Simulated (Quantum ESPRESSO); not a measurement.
# PtSe2 (Sudovikovite) (P-3m1) in Quantum ESPRESSO: convergence with k mesh

Aim: find how far k mesh must go before the results for PtSe2 (Sudovikovite) settle, at PBE. This setting moves, with any that are tied to it; all else stays.

All numbers are computed with Quantum ESPRESSO 7.5; they aren't measurements. Logs are shortened: lines on timing, memory, paths and dates and some standing lists are left out, and cuts for length are marked.

**1. The structure**

The structure is trigonal, space group P-3m1 (No. 164). Conventional cell: a = 3.724 Å, b = 3.724 Å, c = 5.062 Å, α = 90.00°, β = 90.00°, γ = 120.00°. Pt (site symmetry -3m) has 6 Se at 2.49 Å as nearest neighbours. Se (site symmetry 3m) has 3 Pt at 2.49 Å as nearest neighbours.

**2. With k mesh 1 × 1 × 1**

Contents of pw.in:

```
&CONTROL
  calculation = 'scf'
  prefix = 'pwscf'
  outdir = './tmp'
  pseudo_dir = './pseudo'
  tprnfor = .true.
  tstress = .true.
  disk_io = 'nowf'
/
&SYSTEM
  ibrav = 0
  nat = 3
  ntyp = 2
  ecutwfc = 104
  nbnd = 44
  occupations = 'smearing'
  smearing = 'gaussian'
  degauss = 0.00367493
/
&ELECTRONS
  conv_thr = 6d-10
  electron_maxstep = 120
  mixing_beta = 0.5
/
ATOMIC_SPECIES
Pt   195.0840 Pt.upf
Se    78.9710 Se.upf
CELL_PARAMETERS angstrom
   3.7240000000    0.0000000000    0.0000000000
  -1.8620000000    3.2250786037    0.0000000000
   0.0000000000    0.0000000000    5.0620000000
ATOMIC_POSITIONS crystal
Pt     0.0000000000    0.0000000000    0.0000000000
Se     0.6666666667    0.3333333333    0.7500000000
Se     0.3333333333    0.6666666667    0.2500000000
K_POINTS automatic
1 1 1 0 0 0
```

Potentials or basis: PseudoDojo 0.4 SR PBE stringent.

The run is started by

```
$ OMP_NUM_THREADS=1 pw.x -in pw.in > pw.out
```

Run time: 7.5 s. Hardware: 1 thread of Arm Neoverse V1, shared host; peak memory 0.13 GiB.

What came out:

```
Free energy            : -21954.0592 eV
Pressure               : 32.2 GPa
Largest force          : 2.704 eV/Å
Band gap on the k mesh : 0.42 eV, direct
```

**3. With k mesh 2 × 2 × 1**

Changes to pw.in since step 2:

```diff
@@ -36,2 +36,2 @@
 K_POINTS automatic
-1 1 1 0 0 0
+2 2 1 0 0 0
```

Potentials or basis: PseudoDojo 0.4 SR PBE stringent.

The run is started by

```
$ OMP_NUM_THREADS=1 pw.x -in pw.in > pw.out
```

Run time: 14 s. Hardware: 1 thread of Arm Neoverse V1, shared host; peak memory 0.14 GiB.

Results:

```
Free energy   : -21964.3211 eV
Pressure      : 4.4 GPa
Largest force : 1.034 eV/Å
```

**4. With k mesh 2 × 2 × 2**

Changes to pw.in since step 3:

```diff
@@ -36,2 +36,2 @@
 K_POINTS automatic
-2 2 1 0 0 0
+2 2 2 0 0 0
```

The run is started by

```
$ OMP_NUM_THREADS=1 pw.x -in pw.in > pw.out
```

Wall time 23 s (1 thread of Arm Neoverse V1, shared host); peak memory 0.15 GiB.

What came out:

| Item | Value |
| --- | --- |
| Free energy | -21964.1023 eV |
| Pressure | 6.0 GPa |
| Largest force | 1.139 eV/Å |
| Band gap on the k mesh | 0.14 eV, indirect (least direct gap 0.92 eV) |

**5. With k mesh 3 × 3 × 2**

Changes to pw.in since step 4:

```diff
@@ -36,2 +36,2 @@
 K_POINTS automatic
-2 2 2 0 0 0
+3 3 2 0 0 0
```

The run is started by

```
$ OMP_NUM_THREADS=1 pw.x -in pw.in > pw.out
```

Run time: 35 s. Hardware: 1 thread of Arm Neoverse V1, shared host; peak memory 0.16 GiB.

It converged, with:

| Property | Result |
| --- | --- |
| Free energy | -21963.9477 eV |
| Pressure | 7.0 GPa |
| Largest force | 0.457 eV/Å |
| Band gap on the k mesh | none (metal or under the smearing width) |

**6. With k mesh 4 × 4 × 3**

Changes to pw.in since step 5:

```diff
@@ -36,2 +36,2 @@
 K_POINTS automatic
-3 3 2 0 0 0
+4 4 3 0 0 0
```

Potentials or basis: PseudoDojo 0.4 SR PBE stringent.

The run is started by

```
$ OMP_NUM_THREADS=1 pw.x -in pw.in > pw.out
```

Run time: 52 s. Hardware: 1 thread of Arm Neoverse V1, shared host; peak memory 0.17 GiB.

It converged, with:

- Free energy: -21963.9185 eV
- Pressure: 7.0 GPa
- Largest force: 0.484 eV/Å
- Band gap on the k mesh: none (metal or under the smearing width)

**7. With k mesh 5 × 5 × 4**

Changes to pw.in since step 6:

```diff
@@ -36,2 +36,2 @@
 K_POINTS automatic
-4 4 3 0 0 0
+5 5 4 0 0 0
```

The run is started by

```
$ OMP_NUM_THREADS=1 pw.x -in pw.in > pw.out
```

It took 95 s on 1 thread of Arm Neoverse V1, shared host; peak memory 0.22 GiB.

It converged, with:

```
Free energy            : -21963.8749 eV
Pressure               : 7.2 GPa
Largest force          : 0.481 eV/Å
Band gap on the k mesh : none (metal or under the smearing width)
```

**8. With k mesh 6 × 6 × 4**

Changes to pw.in since step 7:

```diff
@@ -36,2 +36,2 @@
 K_POINTS automatic
-5 5 4 0 0 0
+6 6 4 0 0 0
```

Potentials or basis: PseudoDojo 0.4 SR PBE stringent.

The run is started by

```
$ OMP_NUM_THREADS=1 pw.x -in pw.in > pw.out
```

pw.out:

```text
This program is part of the open-source Quantum ESPRESSO suite
     for quantum simulation of materials; please cite
[... 6 lines left out ...]
     using ibrav=0 with symmetry is DISCOURAGED, use correct ibrav instead

     G-vector sticks info
     --------------------
     sticks:   dense  smooth     PW     G-vecs:    dense   smooth      PW
     Sum        1417    1417    409                58803    58803    8913

     Using Slab Decomposition

     bravais-lattice index     =            0
     lattice parameter (alat)  =       7.0373  a.u.
     unit-cell volume          =     410.2690 (a.u.)^3
     number of atoms/cell      =            3
     number of atomic types    =            2
     number of electrons       =        66.00
     number of Kohn-Sham states=           44
     kinetic-energy cutoff     =     104.0000  Ry
     charge density cutoff     =     416.0000  Ry
     scf convergence threshold =      6.0E-10
     mixing beta               =       0.5000
     number of iterations used =            8  plain     mixing
     Exchange-correlation= PBE
                           (   1   4   3   4   0   0   0)

     celldm(1)=   7.037340  celldm(2)=   0.000000  celldm(3)=   0.000000
     celldm(4)=   0.000000  celldm(5)=   0.000000  celldm(6)=   0.000000

     crystal axes: (cart. coord. in units of alat)
               a(1) = (   1.000000   0.000000   0.000000 )
               a(2) = (  -0.500000   0.866025   0.000000 )
               a(3) = (   0.000000   0.000000   1.359291 )

     reciprocal axes: (cart. coord. in units 2 pi/alat)
               b(1) = (  1.000000  0.577350 -0.000000 )
               b(2) = (  0.000000  1.154701  0.000000 )
               b(3) = (  0.000000 -0.000000  0.735678 )

     PseudoPot. # 1 for Pt read from file:
     Pt.upf
     Pseudo is Norm-conserving + core correction, Zval = 18.0
     Generated using ONCVPSP code by D. R. Hamann
     Using radial grid of 1374 points,  8 beta functions with:
                l(1) =   0
                l(2) =   0
                l(3) =   1
                l(4) =   1
                l(5) =   2
                l(6) =   2
                l(7) =   3
                l(8) =   3

     PseudoPot. # 2 for Se read from file:
     Se.upf
     Pseudo is Norm-conserving + core correction, Zval = 24.0
     Generated using ONCVPSP code by D. R. Hamann
     Using radial grid of 1214 points,  6 beta functions with:
                l(1) =   0
                l(2) =   0
                l(3) =   1
                l(4) =   1
                l(5) =   2
                l(6) =   2

[... 20 lines left out ...]
        k(    6) = (   0.0000000   0.1924501  -0.3678388), wk =   0.0833333
[... 16 lines left out ...]
        k(   23) = (   0.0000000   0.3849002  -0.1839194), wk =   0.0833333
        k(   24) = (  -0.1666667   0.4811252  -0.1839194), wk =   0.1666667

     Dense  grid:    58803 G-vectors     FFT dimensions: (  45,  45,  64)

     Check: negative core charge=   -0.000026

     Initial potential from superposition of free atoms

     starting charge      65.9997, renormalised to      66.0000
     Starting wfcs are   36 randomized atomic wfcs +    8 random wfcs

     Self-consistent Calculation

     iteration #  1     ecut=   104.00 Ry     beta= 0.50
     Davidson diagonalization with overlap
     ethr =  1.00E-02,  avg # of iterations =  5.8

     Threshold (ethr) on eigenvalues was too large:
     Diagonalizing with lowered threshold

     Davidson diagonalization with overlap
     ethr =  4.56E-04,  avg # of iterations =  1.2

     total energy              =   -1614.18093514 Ry
     estimated scf accuracy    <       0.29937200 Ry
[... 57 lines left out ...]
     iteration # 10     ecut=   104.00 Ry     beta= 0.50
     Davidson diagonalization with overlap
     ethr =  1.05E-12,  avg # of iterations =  3.4

     End of self-consistent calculation

          k = 0.0000 0.0000 0.0000 (  7375 PWs)   bands (ev):

  -194.5435-194.5435-134.0275-134.0275-134.0275-134.0275-134.0037-134.0037
   -85.2844 -39.4589 -39.4589 -39.3669 -34.2037 -34.2037 -34.2015 -34.2015
   -34.1828 -34.1828 -34.1777 -34.1777 -34.1721 -34.1719  -1.3239   1.4988
     7.1903   7.9039   7.9039  10.3717  10.3717  11.8080  13.3180  13.3180
    14.7954  15.8539  15.8539  18.0065  18.6105  21.6981  21.6981  26.2341
    26.7637  26.7637  26.7819  26.7819
[... 66 lines left out ...]
  -194.5435-194.5435-134.0275-134.0275-134.0275-134.0275-134.0037-134.0037
   -85.2843 -39.4663 -39.4610 -39.3665 -34.2031 -34.2030 -34.2025 -34.2017
   -34.1810 -34.1809 -34.1802 -34.1790 -34.1718 -34.1717   0.1851   0.5811
     7.3826   8.0935   8.3490   9.8485  10.2072  10.9907  11.8014  12.5000
    13.2122  15.2695  15.3950  18.6862  19.9111  22.5539  23.9511  24.3754
    25.1589  25.6711  26.0235  27.9361

          k = 0.0000-0.5774 0.0000 (  7364 PWs)   bands (ev):

  -194.5435-194.5435-134.0275-134.0275-134.0275-134.0275-134.0037-134.0037
   -85.2842 -39.4687 -39.4617 -39.3663 -34.2038 -34.2025 -34.2020 -34.2019
   -34.1822 -34.1809 -34.1790 -34.1790 -34.1718 -34.1717   0.5260   0.6022
     7.0450   8.5706   9.0602  10.1404  10.6732  10.8413  10.8879  10.9686
    11.4101  15.0673  16.7470  19.1903  20.2385  21.5137  21.7615  25.6760
    25.8185  27.1621  27.5861  30.0186

          k = 0.0000-0.5774 0.1839 (  7352 PWs)   bands (ev):

  -194.5435-194.5435-134.0275-134.0275-134.0275-134.0275-134.0037-134.0037
   -85.2842 -39.4687 -39.4617 -39.3663 -34.2037 -34.2028 -34.2020 -34.2018
   -34.1819 -34.1808 -34.1794 -34.1790 -34.1717 -34.1716   0.4360   0.7507
     6.8836   8.4604   8.7099   9.7499  10.8057  10.8728  11.1088  11.1811
    12.1432  15.7897  16.0297  18.3705  19.6369  22.9940  23.3299  23.9321
    25.3633  27.8657  27.9436  28.5635

          k = 0.0000-0.5774-0.3678 (  7328 PWs)   bands (ev):

  -194.5435-194.5435-134.0275-134.0275-134.0275-134.0275-134.0037-134.0037
   -85.2842 -39.4687 -39.4617 -39.3663 -34.2035 -34.2029 -34.2021 -34.2018
   -34.1815 -34.1808 -34.1800 -34.1789 -34.1717 -34.1716   0.4005   0.8468
     6.7062   8.3660   8.5227   9.4565  10.8518  10.8747  11.1652  11.5364
    13.0048  15.3843  15.9301  18.9611  19.1876  21.5906  24.1707  24.6928
    26.4696  27.1328  27.8208  28.2899
[... 93 lines left out ...]
  -194.5435-194.5435-134.0275-134.0275-134.0275-134.0275-134.0037-134.0037
   -85.2843 -39.4663 -39.4610 -39.3664 -34.2031 -34.2028 -34.2025 -34.2019
   -34.1810 -34.1804 -34.1802 -34.1797 -34.1718 -34.1717  -0.0142   0.7627
     7.7862   8.4597   8.4648   9.4899  10.0844  11.0236  11.3720  12.0764
    12.1342  16.2272  16.3625  18.9089  20.4473  22.7288  22.9495  23.0040
    24.2344  26.0827  26.9924  27.0987

          k =-0.1667 0.4811-0.1839 (  7344 PWs)   bands (ev):

  -194.5435-194.5435-134.0275-134.0275-134.0275-134.0275-134.0037-134.0037
   -85.2842 -39.4675 -39.4629 -39.3663 -34.2034 -34.2028 -34.2022 -34.2017
   -34.1821 -34.1803 -34.1799 -34.1790 -34.1717 -34.1716   0.4678   0.6974
     7.4091   8.2524   8.8943   9.3365   9.7794  10.9091  10.9946  11.8933
    12.4774  15.1174  16.2102  19.4333  20.8815  22.1411  22.9132  24.0479
    24.2702  26.5596  27.7986  28.5059

     the Fermi energy is    14.4058 ev

!    total energy              =   -1614.31424289 Ry
     estimated scf accuracy    <          3.6E-10 Ry
     smearing contrib. (-TS)   =      -0.00012972 Ry
     internal energy E=F+TS    =   -1614.31411317 Ry

     The total energy is F=E-TS. E is the sum of the following terms:
     one-electron contribution =   -1259.72231675 Ry
     hartree contribution      =     593.43940268 Ry
     xc contribution           =    -162.99195983 Ry
     ewald contribution        =    -785.03923928 Ry

     convergence has been achieved in  10 iterations

     Forces acting on atoms (cartesian axes, Ry/au):

     atom    1 type  1   force =     0.00000000    0.00000000    0.00000000
     atom    2 type  2   force =     0.00000000    0.00000000   -0.02085620
     atom    3 type  2   force =     0.00000000    0.00000000    0.02085620

     Total force =     0.029495     Total SCF correction =     0.000010

     Computing stress (Cartesian axis) and pressure

          total   stress  (Ry/bohr**3)                   (kbar)     P=       73.06
   0.00053580  -0.00000000  -0.00000000           78.82       -0.00       -0.00
  -0.00000000   0.00053580  -0.00000000           -0.00       78.82       -0.00
  -0.00000000  -0.00000000   0.00041829           -0.00       -0.00       61.53

=------------------------------------------------------------------------------=
   JOB DONE.
=------------------------------------------------------------------------------=
```

Wall time 2.4 min (1 thread of Arm Neoverse V1, shared host); peak memory 0.25 GiB.

Results:

- Free energy: -21963.8642 eV
- Pressure: 7.3 GPa
- Largest force: 0.536 eV/Å
- Band gap on the k mesh: none (metal or under the smearing width)

**9. Summary**

```csv
k mesh,"energy less the tightest run, at zero smearing (meV/atom)",pressure (GPa),largest force (eV/Å),gap on the mesh (eV),SCF cycles,CPU time (s),peak memory (GiB)
1 × 1 × 1,3268.02,32.21,2.704,0.416,10,7.5,0.13
2 × 2 × 1,-151.51,4.42,1.034,-,11,14,0.14
2 × 2 × 2,-79.34,6.02,1.139,0.135,9,23,0.15
3 × 3 × 2,-27.29,7.04,0.457,0.000,10,35,0.16
4 × 4 × 3,-17.98,6.96,0.484,0.000,10,52,0.17
5 × 5 × 4,-3.69,7.18,0.481,0.000,10,95,0.22
6 × 6 × 4,0.00,7.31,0.536,0.000,10,140,0.25
```

Against the tightest run, the gap on the mesh stays within 0.01 eV from 3 × 3 × 2 on. Not settled before the last step: the energy (to 1 meV/atom), the pressure (to 0.1 GPa), the largest force (to 0.005 eV/Å). Meshes of other sizes hit other points, so gaps and Fermi surfaces needn't settle smoothly. The tightest run that finished is the yardstick and may itself not be fully converged.
